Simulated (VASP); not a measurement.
# W (Im-3m) in VASP: notebook

Runs on W. Level: PBE. Tasks: relaxation of cell and atoms, vibrations by finite differences.

Everything below comes from runs of VASP 6.6.1. Logs are shortened: lines on timing, memory, paths and dates and some standing lists are left out, and cuts for length are marked.

### Step 1. Starting point

It takes space group Im-3m (No. 229, cubic). Conventional cell: a = 3.165 Å, b = 3.165 Å, c = 3.165 Å, α = 90.00°, β = 90.00°, γ = 90.00°. W (site symmetry m-3m) is surrounded by 8 W at 2.74 Å.

### Step 2. Relaxation of cell and atoms, PBE

Input file INCAR:

```
SYSTEM = W
  PREC = Accurate
  ENCUT = 520
  EDIFF = 1E-7
  ISMEAR = 0
  SIGMA = 0.1
  LREAL = .FALSE.
  LASPH = .TRUE.
  NELM = 60
  ALGO = Normal
  ISIF = 3
  LWAVE = .FALSE.
  LCHARG = .FALSE.
  GGA = PE
  IBRION = 2
  NSW = 80
  EDIFFG = -0.002
```

Input file KPOINTS:

```
Automatic mesh
0
G
  18 18 18
  0 0 0
```

Input file POSCAR:

```
W
1.0
   -1.5823450000      1.5823450000      1.5823450000
    1.5823450000     -1.5823450000      1.5823450000
    1.5823450000      1.5823450000     -1.5823450000
W
1
Direct
    0.0000000000      0.0000000000      0.0000000000
```

Potentials or basis: VASP PAW PBE potentials, release 64 (W_sv).

Command:

```console
$ cat potpaw_PBE.64/W_sv/POTCAR > POTCAR
$ mpirun -np 1 vasp_std > vasp.out
```

OUTCAR:

```text
SYSTEM = W
   PREC = Accurate
   ENCUT = 520
   EDIFF = 1E-7
   ISMEAR = 0
   LREAL = .FALSE.
   LASPH = .TRUE.
   NELM = 60
   ISIF = 3
   GGA = PE
   IBRION = 2
   NSW = 80
   EDIFFG = -0.002

 ion  position               nearest neighbor table
   1  0.000  0.000  0.000-

  LATTYP: Found a body centered cubic cell.
 ALAT       =     3.1646900000

  Lattice vectors:

 A1 = (  -1.5823450000,   1.5823450000,   1.5823450000)
 A2 = (   1.5823450000,  -1.5823450000,   1.5823450000)
 A3 = (   1.5823450000,   1.5823450000,  -1.5823450000)

Analysis of symmetry for initial positions (statically):
=====================================================================
 Subroutine PRICEL returns:
 Original cell was already a primitive cell.

 Routine SETGRP: Setting up the symmetry group for a
 body centered cubic supercell.

 Subroutine GETGRP returns: Found 48 space group operations
 (whereof 48 operations were pure point group operations)
 out of a pool of 48 trial point group operations.

The static configuration has the point symmetry O_h .

Analysis of symmetry for dynamics (positions and initial velocities):
=====================================================================
 Subroutine PRICEL returns:
 Original cell was already a primitive cell.

 Routine SETGRP: Setting up the symmetry group for a
 body centered cubic supercell.

 Subroutine GETGRP returns: Found 48 space group operations
 (whereof 48 operations were pure point group operations)
 out of a pool of 48 trial point group operations.

The dynamic configuration has the point symmetry O_h .

 Subroutine INISYM returns: Found 48 space group operations
 (whereof 48 operations are pure point group operations),
 and found     1 'primitive' translations

----------------------------------------------------------------------------------------

                                     Primitive cell

  volume of cell :      15.8476

  direct lattice vectors                    reciprocal lattice vectors
    -1.582345000  1.582345000  1.582345000     0.000000000  0.315986716  0.315986716
     1.582345000 -1.582345000  1.582345000     0.315986716  0.000000000  0.315986716
     1.582345000  1.582345000 -1.582345000     0.315986716  0.315986716  0.000000000

  length of vectors
     2.740701935  2.740701935  2.740701935     0.446872699  0.446872699  0.446872699

  position of ions in fractional coordinates (direct lattice)
     0.000000000  0.000000000  0.000000000

  ion indices of the primitive-cell ions
   primitive index   ion index
                 1           1

----------------------------------------------------------------------------------------

 KPOINTS: Automatic mesh

Automatic generation of k-mesh.
 Grid dimensions read from file:
 generate k-points for:   18   18   18

 Generating k-lattice:

  Cartesian coordinates                     Fractional coordinates (reciprocal lattice)
     0.000000000  0.017554818  0.017554818     0.055555556  0.000000000  0.000000000
     0.017554818  0.000000000  0.017554818     0.000000000  0.055555556  0.000000000
     0.017554818  0.017554818  0.000000000     0.000000000  0.000000000  0.055555556

  Length of vectors
     0.024826261  0.024826261  0.024826261

  Shift w.r.t. Gamma in fractional coordinates (k-lattice)
     0.000000000  0.000000000  0.000000000

 Subroutine IBZKPT returns following result:
 ===========================================

 Found    195 irreducible k-points:

 Following reciprocal coordinates:
            Coordinates               Weight
  0.000000  0.000000  0.000000      1.000000
  0.055556  0.000000  0.000000     12.000000
  0.111111  0.000000  0.000000     12.000000
  0.166667  0.000000  0.000000     12.000000
  0.222222  0.000000  0.000000     12.000000
  0.277778  0.000000  0.000000     12.000000
[... 16 lines left out ...]
  0.333333  0.111111 -0.000000     48.000000
  0.388889  0.111111  0.000000     48.000000
 [... further k-points ...]
   k-points           NKPTS =    195   k-points in BZ     NKDIM =    195   number of bands    NBANDS=     11
   number of dos      NEDOS =    301   number of ions     NIONS =      1
   total plane-waves  NPLWV =   8000
   dimension x,y,z NGX =    20 NGY =   20 NGZ =   20
   dimension x,y,z NGXF=    40 NGYF=   40 NGZF=   40
   ions per type =               1
   NGX,Y,Z   is equivalent  to a cutoff of  12.13, 12.13, 12.13 a.u.
   NGXF,Y,Z  is equivalent  to a cutoff of  24.26, 24.26, 24.26 a.u.
 SYSTEM =  W
   PREC   = accura    normal or accurate (medium, high low for compatibility)
   ISTART =      0    job   : 0-new  1-cont  2-samecut
   ICHARG =      2    charge: 1-file 2-atom 10-const
   ISPIN  =      1    spin polarized calculation?
   LNONCOLLINEAR =      F non collinear calculations
   LSORBIT =      F    spin-orbit coupling
   LASPH  =      T    aspherical Exc in radial PAW
   ENCUT  =  520.0 eV  38.22 Ry    6.18 a.u.   5.10  5.10  5.10*2*pi/ulx,y,z
   NELM   =     60;   NELMIN=  2; NELMDL= -5     # of ELM steps
   EDIFF  = 0.1E-06   stopping-criterion for ELM
   LREAL  =      F    real-space projection
   EDIFFG = -.2E-02   stopping-criterion for IOM
   NSW    =     80    number of steps for IOM
   IBRION =      2    ionic relax: 0-MD 1-quasi-New 2-CG
   NFREE  =      1    steps in history (QN), initial steepest desc. (CG)
   ISIF   =      3    stress and relaxation
   ISYM   =      2    0-nonsym 1-usesym 2-fastsym
   POTIM  = 0.5000    time-step for ionic-motion
   TEBEG  =    0.0;   TEEND  =   0.0 temperature during run
   PSTRESS=    0.0 pullay stress
   NELECT =      14.0000    total number of electrons
   NUPDOWN=      -1.0000    fix difference up-down
   EMIN   =  10.00;   EMAX   =-10.00  energy-range for DOS
   EFERMI =   0.00;   METHOD = LEGACY
   ISMEAR =     0;   SIGMA  =   0.10  broadening in eV -4-tet -1-fermi 0-gaus
   EFERMI_NEDOS =   21; number of points for ismear=-14 and -15
   IALGO  =     38    algorithm
   IMIX   =      4    mixing-type and parameters
     AMIX     =   0.40;   BMIX     =  1.00
     AMIX_MAG =   1.60;   BMIX_MAG =  1.00
  volume/ion in A,a.u.               =      15.85       106.94
  Fermi-wavevector in a.u.,A,eV,Ry     =   1.570832  2.968442 33.572544  2.467512
  Thomas-Fermi vector in A             =   2.672506
   LORBIT       =      0    0 simple, 1 ext, 2 COOP (PROOUT), +10 PAW based schemes
   GGA     = PE    functional components
   LHFCALC =     F    Hartree Fock is set to
   AEXX    =    0.0000 exact exchange contribution
   IVDW    =     0    specifies the selected vdW correction
   LEPSILON=     F    determine dielectric tensor
   LRPA    =     F    only Hartree local field effects (RPA)
 conjugate gradient relaxation of ions
 non-spin polarized calculation
 Gauss-broadening in eV      SIGMA  =   0.10
  energy-cutoff  :      520.00
  volume of cell :       15.85
 maximum number of plane-waves:       440
   NGX = 11   NGY = 11   NGZ = 11

--------------------------------------- Ionic step        1  -------------------------------------------

 number of electron      14.0000004 magnetization

 Free energy of the ion-electron system (eV)
  ---------------------------------------------------
  ext. energy  EPLUGINS =         0.00000000
  ---------------------------------------------------
  free energy    TOTEN  =       -12.94507089 eV

  energy without entropy =      -12.94160198  energy(sigma->0) =      -12.94333644

------------------------ aborting loop because EDIFF is reached ----------------------------------------

  FORCE on cell =-STRESS in cart. coord.  units (eV):
  Direction    XX          YY          ZZ          XY          YZ          ZX
  --------------------------------------------------------------------------------------
  -------------------------------------------------------------------------------------
  Total        0.6158762      0.6158762      0.6158762      0.0000000      0.0000000      0.0000000
  in kB       62.2644964     62.2644964     62.2644964      0.0000000      0.0000000      0.0000000
  external PRESSURE =      62.2644964 kB  Pullay stress =       0.0000000 kB
[... 90 lines left out ...]
  energy  without entropy=      -12.9474046856  energy(sigma->0) =      -12.94919758

--------------------------------------- Ionic step        4  -------------------------------------------

 number of electron      14.0000000 magnetization

 Free energy of the ion-electron system (eV)
  ---------------------------------------------------
  ext. energy  EPLUGINS =         0.00000000
  ---------------------------------------------------
  free energy    TOTEN  =       -12.95099591 eV

  energy without entropy =      -12.94741366  energy(sigma->0) =      -12.94920478

 E-fermi :  11.1663     XC(G=0): -13.5316

 val. band max:       11.1621165119   @ k =  -0.2778   0.3333   0.2222
 cond. band min:      11.1785232600   @ k =   0.5000   0.5000   0.2222
 fundamental gap:      0.0164067480
 Fermi energy:        11.1662864889

 k-point     1 :       0.0000    0.0000    0.0000
  band No.  band energies     occupation
      1     -63.0365      2.00000
      2     -26.6265      2.00000
      3     -26.6265      2.00000
      4     -26.6265      2.00000
      5       1.6368      2.00000
      6       9.9727      2.00000
      7       9.9727      2.00000
      8       9.9727      2.00000
      9      13.3857      0.00000
     10      13.3857      0.00000
     11      25.6400      0.00000
[... 309 lines left out ...]
 k-point    24 :       0.3889    0.1111    0.0000
  band No.  band energies     occupation
      1     -62.9133      2.00000
      2     -27.7603      2.00000
      3     -27.0531      2.00000
      4     -26.6860      2.00000
      5       5.4423      2.00000
      6       7.8399      2.00000
      7      10.5519      2.00000
      8      13.1513      0.00000
      9      14.4425      0.00000
     10      17.4292      0.00000
     11      21.8204      0.00000

 [... further k-points ...]

------------------------ aborting loop because EDIFF is reached ----------------------------------------

  FORCE on cell =-STRESS in cart. coord.  units (eV):
  Direction    XX          YY          ZZ          XY          YZ          ZX
  --------------------------------------------------------------------------------------
  -------------------------------------------------------------------------------------
  Total       -0.0006935     -0.0006935     -0.0006935      0.0000000      0.0000000      0.0000000
  in kB       -0.0687579     -0.0687579     -0.0687579      0.0000000      0.0000000      0.0000000
  external PRESSURE =      -0.0687579 kB  Pullay stress =       0.0000000 kB
[... 16 lines left out ...]
  FREE ENERGIE OF THE ION-ELECTRON SYSTEM (eV)
  ---------------------------------------------------
  free  energy   TOTEN  =       -12.9509959130 eV

  energy  without entropy=      -12.9474136567  energy(sigma->0) =      -12.94920478

 reached required accuracy - stopping structural energy minimisation
```

Wall time 33 s (1 thread of Intel Xeon Platinum 8559C (Emerald Rapids), shared host); peak memory 0.16 GiB.

Results:

```
Free energy                            : -12.9510 eV
Relaxed volume                         : 16.16 Å³/atom
Relaxed cell                           : a = 2.759 Å, b = 2.759 Å, c = 2.759 Å, α = 109.47°, β = 109.47°, γ = 109.47°
Space group after relaxing (to 0.05 Å) : Im-3m (No. 229)
Energy gained by relaxing              : 5.9 meV/atom
Ionic steps                            : 4
Pressure after relaxing                : 0.0 GPa
Band gap on the k mesh                 : none (metal or under the smearing width)
```

The path:
```
step  energy change (eV)  largest force (eV/Å)  pressure (GPa)  volume (Å³)
   1              0.0000                0.0000            6.23        15.85
   2              0.0625                0.0000          -18.01        17.30
   3             -0.0059                0.0000           -0.17        16.17
   4             -0.0059                0.0000           -0.01        16.16
```

Final structure:
```
W
1.0
    -1.59265    1.59265    1.59265
     1.59265   -1.59265    1.59265
     1.59265    1.59265   -1.59265
W
1
Direct
  0.00000 0.00000 0.00000
```

Levels at points of the mesh, in eV from the Fermi level:
```
           k point  band 4  band 5  band 6  band 7  band 8  band 9  band 10  band 11
(0.00, 0.00, 0.00)  -37.79   -9.53   -1.19   -1.19   -1.19    2.22     2.22    14.47
(0.50, 0.00, 0.00)  -37.80   -6.15   -3.47    0.61    2.10    3.06     5.99    10.78
(0.50, 0.50, 0.50)  -38.64   -5.68   -5.68    5.03    5.03    5.03     8.09     8.09
```

### Step 3. Relaxation of cell and atoms, PBE

This run uses another cell than the first one, of 16.16 Å³/atom, 1.020 times its volume.

INCAR is that of step 2.

KPOINTS is that of step 2.

Input file POSCAR:

```
W                                       
1.0
   -1.5926457963      1.5926457963      1.5926457963
    1.5926457963     -1.5926457963      1.5926457963
    1.5926457963      1.5926457963     -1.5926457963
  W             
     1
Direct
     0.0000000000000000    0.0000000000000000    0.0000000000000000
```

Potentials or basis: VASP PAW PBE potentials, release 64 (W_sv).

Command:

```console
$ cat potpaw_PBE.64/W_sv/POTCAR > POTCAR
$ mpirun -np 1 vasp_std > vasp.out
```

OUTCAR:

```text
SYSTEM = W
   PREC = Accurate
   ENCUT = 520
   EDIFF = 1E-7
   ISMEAR = 0
   LREAL = .FALSE.
   LASPH = .TRUE.
   NELM = 60
   ISIF = 3
   GGA = PE
   IBRION = 2
   NSW = 80
   EDIFFG = -0.002

 ion  position               nearest neighbor table
   1  0.000  0.000  0.000-

  LATTYP: Found a body centered cubic cell.
 ALAT       =     3.1852915926

  Lattice vectors:

 A1 = (  -1.5926457963,   1.5926457963,   1.5926457963)
 A2 = (   1.5926457963,  -1.5926457963,   1.5926457963)
 A3 = (   1.5926457963,   1.5926457963,  -1.5926457963)

Analysis of symmetry for initial positions (statically):
=====================================================================
 Subroutine PRICEL returns:
 Original cell was already a primitive cell.

 Routine SETGRP: Setting up the symmetry group for a
 body centered cubic supercell.

 Subroutine GETGRP returns: Found 48 space group operations
 (whereof 48 operations were pure point group operations)
 out of a pool of 48 trial point group operations.

The static configuration has the point symmetry O_h .

Analysis of symmetry for dynamics (positions and initial velocities):
[... 173 lines left out ...]
      5       1.6368      2.00000
      6       9.9727      2.00000
      7       9.9727      2.00000
      8       9.9727      2.00000
      9      13.3857      0.00000
     10      13.3857      0.00000
     11      25.6401      0.00000
[... 309 lines left out ...]
 k-point    24 :       0.3889    0.1111   -0.0000
  band No.  band energies     occupation
      1     -62.9133      2.00000
      2     -27.7603      2.00000
      3     -27.0532      2.00000
      4     -26.6861      2.00000
      5       5.4423      2.00000
      6       7.8399      2.00000
      7      10.5519      2.00000
      8      13.1513      0.00000
      9      14.4424      0.00000
     10      17.4292      0.00000
     11      21.8204      0.00000

 [... further k-points ...]

------------------------ aborting loop because EDIFF is reached ----------------------------------------

  FORCE on cell =-STRESS in cart. coord.  units (eV):
  Direction    XX          YY          ZZ          XY          YZ          ZX
  --------------------------------------------------------------------------------------
  -------------------------------------------------------------------------------------
  Total       -0.0001169     -0.0001169     -0.0001169      0.0000000     -0.0000000      0.0000000
  in kB       -0.0115942     -0.0115942     -0.0115942      0.0000000     -0.0000000      0.0000000
  external PRESSURE =      -0.0115942 kB  Pullay stress =       0.0000000 kB

 VOLUME and BASIS-vectors are now :
 -----------------------------------------------------------------------------
  energy-cutoff  :      520.00
  volume of cell :       16.16
      direct lattice vectors                 reciprocal lattice vectors
    -1.592645796  1.592645796  1.592645796     0.000000000  0.313943000  0.313943000
     1.592645796 -1.592645796  1.592645796     0.313943000  0.000000000  0.313943000
     1.592645796  1.592645796 -1.592645796     0.313943000  0.313943000  0.000000000

 POSITION                                       TOTAL-FORCE (eV/Angst)
 -----------------------------------------------------------------------------------
      0.00000      0.00000      0.00000         0.000000      0.000000     -0.000000
 -----------------------------------------------------------------------------------
    total drift:                               -0.000000      0.000000      0.000000

  FREE ENERGIE OF THE ION-ELECTRON SYSTEM (eV)
  ---------------------------------------------------
  free  energy   TOTEN  =       -12.9511972492 eV

  energy  without entropy=      -12.9476150863  energy(sigma->0) =      -12.94940617

 reached required accuracy - stopping structural energy minimisation
```

CONTCAR:

```text
W
   1.00000000000000
    -1.5926457963000000    1.5926457963000000    1.5926457963000000
     1.5926457963000000   -1.5926457963000000    1.5926457963000000
     1.5926457963000000    1.5926457963000000   -1.5926457963000000
  W
     1
Direct
     0.0000000000000000    0.0000000000000000    0.0000000000000000

  0.00000000E+00  0.00000000E+00  0.00000000E+00
```

Run time: 14 s. Hardware: 1 thread of Intel Xeon Platinum 8559C (Emerald Rapids), shared host; peak memory 0.16 GiB.

What came out:

```
Free energy             : -12.9512 eV
Pressure after relaxing : 0.0 GPa
Band gap on the k mesh  : none (metal or under the smearing width)
```

Final structure:
```
W
1.0
    -1.59265    1.59265    1.59265
     1.59265   -1.59265    1.59265
     1.59265    1.59265   -1.59265
W
1
Cartesian
  0.0000 0.0000 0.0000
```

Levels at points of the mesh, in eV from the Fermi level:
```csv
k point,band 3,band 4,band 5,band 6,band 7,band 8,band 9,band 10,band 11
"(0.00, 0.00, 0.00)",-37.79,-37.79,-9.53,-1.19,-1.19,-1.19,2.22,2.22,14.47
"(0.50, 0.00, 0.00)",-38.19,-37.80,-6.15,-3.47,0.61,2.10,3.06,5.99,10.78
"(0.50, 0.50, 0.50)",-38.64,-38.64,-5.68,-5.68,5.03,5.03,5.03,8.09,8.09
```

Caveat: the relaxation stopped at its first step, so nothing moved.

### Step 4. Vibrations by finite differences, PBE

This run uses another cell than the first one, of 16.16 Å³/atom, 1.020 times its volume.

Input file INCAR:

```
SYSTEM = W
PREC = Accurate ; ENCUT = 520
EDIFF = 1E-8 ; ISMEAR = 0
SIGMA = 0.1 ; LREAL = .FALSE.
LASPH = .TRUE. ; NELM = 60
ALGO = Normal ; ISIF = 3
LWAVE = .FALSE. ; LCHARG = .FALSE.
GGA = PE ; NBANDS = 13
IBRION = 6 ; NFREE = 2
POTIM = 0.015 ; NSW = 1
```

Input file KPOINTS:

```
regular mesh
0
G
  18 18 18
  0 0 0
```

POSCAR is that of step 3.

Command:

```console
$ cat potpaw_PBE.64/W_sv/POTCAR > POTCAR
$ mpirun -np 1 vasp_std > vasp.out
```

It took 9.4 min on 1 thread of Intel Xeon Platinum 8559C (Emerald Rapids), shared host; peak memory 0.66 GiB.

The run converged. Its results:

```
Elastic constants C11, C12, C44 : 489, 216, 139 GPa
Voigt bulk modulus              : 307 GPa
```

Elastic tensor in Voigt notation (GPa, in the Cartesian axes of the cell as first typed):
```
489 216 216   0   0   0
216 489 216   0   0   0
216 216 489   0   0   0
  0   0   0 139   0   0
  0   0   0   0 139   0
  0   0   0   0   0 139
```

Clamped-ion elastic tensor (GPa):
```
489 216 216   0   0   0
216 489 216   0   0   0
216 216 489   0   0   0
  0   0   0 139   0   0
  0   0   0   0 139   0
  0   0   0   0   0 139
```

Caveat: elastic constants of metals need much finer meshes, so these are rough. Spin-orbit coupling is left out, which matters for the levels of W.
